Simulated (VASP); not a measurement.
**A VASP 6.6.1 single-point calculation on BeTe**

INCAR

```
PREC = Accurate
LCHARG = .FALSE.
IBRION = -1
LWAVE = .FALSE.
METAGGA = R2SCAN
NSW = 0
SIGMA = 0.01
ALGO = Normal
ENCUT = 520
LREAL = .FALSE.
EDIFF = 1E-7
ISMEAR = 0
NELM = 52
LASPH = .TRUE.
NBANDS = 11
NELECT = 7.9
ISIF = 2
```

KPOINTS

```
KPOINTS created by Atomic Simulation Environment
0
Gamma
8 8 8
0 0 0
```

POSCAR

```
Be Te
 1.0000000000000000
     0.0000000000000000    2.8851960980000002    2.8851960980000002
     2.8851960980000002    0.0000000000000000    2.8851960980000002
     2.8851960980000002    2.8851960980000002    0.0000000000000000
 Be  Te
   1   1
Cartesian
  0.0000000000000000  0.0000000000000000  0.0000000000000000
  1.4425980489999999  1.4425980489999999  1.4425980489999999
```

The recommended PBE PAW datasets give the neutral cell 8 valence electrons.

Command

```
mpirun -np 1 vasp_std
```

OSZICAR

```
N       E                     dE             d eps       ncg     rms          rms(c)
DAV:   1    -0.355467284910E+01   -0.35547E+01   -0.28124E+03   638   0.506E+02
DAV:   2    -0.308860685225E+02   -0.27331E+02   -0.26487E+02   849   0.920E+01
DAV:   3    -0.320946499436E+02   -0.12086E+01   -0.11949E+01   830   0.207E+01
DAV:   4    -0.321047635525E+02   -0.10114E-01   -0.10112E-01   771   0.222E+00
DAV:   5    -0.321049391590E+02   -0.17561E-03   -0.17560E-03   822   0.287E-01    0.411E+00
DAV:   6    -0.310391098265E+02    0.10658E+01   -0.15337E-01   674   0.253E+00    0.289E+00
DAV:   7    -0.310540318273E+02   -0.14922E-01   -0.11309E-01   722   0.199E+00    0.322E-01
DAV:   8    -0.310522293798E+02    0.18024E-02   -0.64306E-03   769   0.368E-01    0.326E-01
DAV:   9    -0.310528161557E+02   -0.58678E-03   -0.76859E-04   714   0.183E-01    0.116E-01
DAV:  10    -0.310528741208E+02   -0.57965E-04   -0.15526E-04   791   0.760E-02    0.236E-02
DAV:  11    -0.310528729616E+02    0.11592E-05   -0.61658E-06   728   0.149E-02    0.105E-02
DAV:  12    -0.310528742387E+02   -0.12771E-05   -0.60900E-07   727   0.657E-03    0.620E-03
DAV:  13    -0.310528736179E+02    0.62076E-06   -0.15962E-07   737   0.325E-03    0.601E-04
DAV:  14    -0.310528735917E+02    0.26214E-07   -0.34974E-09   358   0.440E-04
   1 F= -.31052874E+02 E0= -.31052808E+02  d E =-.131192E-03
```

From OUTCAR

```
k-points           NKPTS =     29   k-points in BZ     NKDIM =     29   number of bands    NBANDS=     11

   NELECT =       7.9000    total number of electrons

   dimension x,y,z NGX =    30 NGY =   30 NGZ =   30
   dimension x,y,z NGXF=    60 NGYF=   60 NGZF=   60

  energy-cutoff  :      520.00
  volume of cell :       48.03
      direct lattice vectors                 reciprocal lattice vectors
     0.000000000  2.885196098  2.885196098    -0.173298446  0.173298446  0.173298446
     2.885196098  0.000000000  2.885196098     0.173298446 -0.173298446  0.173298446
     2.885196098  2.885196098  0.000000000     0.173298446  0.173298446 -0.173298446

 k-points in reciprocal lattice and weights: KPOINTS created by Atomic Simulation Env
   0.00000000  0.00000000  0.00000000       0.002
   0.12500000  0.00000000  0.00000000       0.016
   0.25000000  0.00000000  0.00000000       0.016
   0.37500000  0.00000000  0.00000000       0.016
   0.50000000  0.00000000  0.00000000       0.008
   0.12500000  0.12500000  0.00000000       0.012
   0.25000000  0.12500000  0.00000000       0.047
   0.37500000  0.12500000  0.00000000       0.047
   ...

 E-fermi :   3.8718

 k-point     1 :       0.0000    0.0000    0.0000
  band No.  band energies     occupation
      1      -8.1842      2.00000
      2       4.1220      0.00000
      3       4.1220      0.00000
      4       4.1220      0.00000
      5       8.1030      0.00000
      6       8.2423      0.00000
      7       8.2423      0.00000
      8       8.2423      0.00000
      9      13.0935      0.00000
     10      14.7648      0.00000
     11      14.7648      0.00000

 k-point     2 :       0.1250    0.0000    0.0000
  band No.  band energies     occupation
      1      -8.0436      2.00000
      2       2.8963      2.00000
      3       3.9147      0.00000
      4       3.9147      0.00000
      5       8.0484      0.00000
      6       8.5627      0.00000
      7       8.5627      0.00000
      8       9.4403      0.00000
      9      13.5535      0.00000
     10      13.9640      0.00000
     11      13.9640      0.00000

 k-point     3 :       0.2500    0.0000    0.0000
  band No.  band energies     occupation
      1      -7.6592      2.00000
      2       0.9742      2.00000
      3       3.5128      2.00000
      4       3.5128      2.00000
      5       7.7864      0.00000
      6       9.0812      0.00000
      7       9.0812      0.00000
      8      11.4543      0.00000
      9      13.6999      0.00000
     10      13.6999      0.00000
     11      13.8715      0.00000

 k-point     4 :       0.3750    0.0000    0.0000
  band No.  band energies     occupation
      1      -7.1795      2.00000
      2      -0.5434      2.00000
      3       3.1944      2.00000
      4       3.1944      2.00000
      5       7.5815      0.00000
      6       9.2360      0.00000
      7       9.2360      0.00000
      8      12.6284      0.00000
      9      14.3337      0.00000
     10      14.7263      0.00000
     11      14.7263      0.00000

 k-point     5 :       0.5000    0.0000    0.0000
  band No.  band energies     occupation
      1      -6.9354      2.00000
      2      -1.1456      2.00000
      3       3.0786      2.00000
      4       3.0786      2.00000
      5       7.5083      0.00000
      6       9.2164      0.00000
      7       9.2164      0.00000
      8      12.6631      0.00000
      9      15.5921      0.00000
     10      16.1591      0.00000
     11      16.1591      0.00000

 ...

  Total       -1.9243497     -1.9243497     -1.9243497     -0.0000000      0.0000000     -0.0000000
  in kB      -64.1857417    -64.1857417    -64.1857417     -0.0000000      0.0000000     -0.0000000
  external PRESSURE =     -64.1857417 kB  Pullay stress =       0.0000000 kB

 POSITION                                       TOTAL-FORCE (eV/Angst)
 -----------------------------------------------------------------------------------
      0.00000      0.00000      0.00000         0.000000      0.000000      0.000000
      1.44260      1.44260      1.44260        -0.000000     -0.000000     -0.000000
 -----------------------------------------------------------------------------------
    total drift:                                0.000000      0.000000      0.000000

  FREE ENERGIE OF THE ION-ELECTRON SYSTEM (eV)
  ---------------------------------------------------
  free  energy   TOTEN  =       -31.0528735917 eV

  energy  without entropy=      -31.0527423996  energy(sigma->0) =      -31.05280800
```

It converged. Results: pressure -6.4 GPa.

The cell is charged and sits in a uniform background.

For comparison, a separate r²SCAN run of the intended cell, on usual settings and not on those above, gives a gap of 2.50 eV on its mesh and a pressure of -3.0 GPa.

The run above took about 43 s on one core of a shared host (Intel Xeon Platinum 8488C) and held 0.18 GiB at most.
